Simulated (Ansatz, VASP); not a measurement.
Two plane-wave programs on Ti

```
Ti
1.0
     0.00000    2.19240    2.19240
     2.19240    0.00000    2.19240
     2.19240    2.19240    0.00000
Ti
1
Direct
  0.00000 0.00000 0.00000
```

Change from the starting cell: strain +0.080 along x and y, +0.080 along z, atoms carried along.

Alike in both runs: task single point; functional PBEsol; k mesh 20 × 20 × 20; occupations gaussian, width 0.15 eV; no spin polarisation.

```csv
,VASP,Ansatz
version,VASP 6.6.1,Ansatz 0.2.0
potentials or method,"VASP PAW PBE potentials, release 64 (Ti_sv)","scalar-relativistic, plane waves, PAW"
plane-wave cutoff (eV),520,420
valence electrons in the cell,12,12
```

```tsv
	VASP	Ansatz	Ansatz less VASP
gap on the k mesh at the Fermi level (eV)	none	none	-
pressure (GPa)	-17.7	-17.7	+0.02
```

A gap of «none» marks a metal or a gap that the smearing closes.

Caveats: so large a pressure means that the cell lies far from this level's equilibrium, or that cutoff or potentials fall short (VASP); the potentials were made for another functional, which shifts forces and pressure (VASP).
